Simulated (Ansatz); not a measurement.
Runs of Ansatz 0.2.0 on KBr. Symmetry: Fm-3m, No. 225, cubic system. Conventional cell: a = 6.600 Å, b = 6.600 Å, c = 6.600 Å, α = 90.00°, β = 90.00°, γ = 90.00°. Br (site symmetry m-3m) is surrounded by 6 K at 3.30 Å. Around K (site symmetry m-3m) lie 6 Br at 3.30 Å. 

```csv
task,level,cell,k mesh,cutoff (eV),smearing,basis error allowed,gap on the mesh (eV),pressure (GPa),relaxed volume (Å³/atom)
single point,PBE,as given,7 × 7 × 7,128,gaussian 0.026 eV,0.001 eV/atom,4.44,0.7,-
single point,PBE,as given,7 × 7 × 7,128,gaussian 0.018 eV,0.001 eV/atom,4.44,0.7,-
elastic constants,LDA,as given,5 × 5 × 5,137,fermi-dirac 0.05 eV,0.001 eV/atom,4.03,-1.6,-
band structure,PBEsol,as given,7 × 7 × 7,128,fermi-dirac 0.05 eV,0.001 eV/atom,4.28,(a),-
single point,PBE,as given,4 × 4 × 4,107,fermi-dirac 0.06 eV,0.004 eV/atom,(c),0.7,-
relaxation of cell and atoms,BLYP,relaxed,7 × 7 × 7,-,fermi-dirac 0.05 eV,0.001 eV/atom,4.18,0.0,(b)
relaxation of cell and atoms,PBE,relaxed,7 × 7 × 7,-,fermi-dirac 0.05 eV,0.001 eV/atom,4.32,0.0,37.60
single point,PBE,as given,7 × 7 × 7,128,gaussian 0.027 eV,0.001 eV/atom,4.44,0.7,-
```

Alike in all rows: potentials or basis all-electron LAPW, scalar-relativistic; no spin polarisation.

Question: Fill in the values left out.

Answer: (a) -0.3; (b) 39.56; (c) 4.43.

Caveats: an odd mesh through Γ misses points on the zone boundary, where band edges often lie (some runs); the volume moved by +10 % from the deposited cell, more than functionals usually miss (some runs).

A k mesh can miss the band edges, and the runs leave out spin-orbit coupling on Br.

The runs don't all hold the same shells in valence.
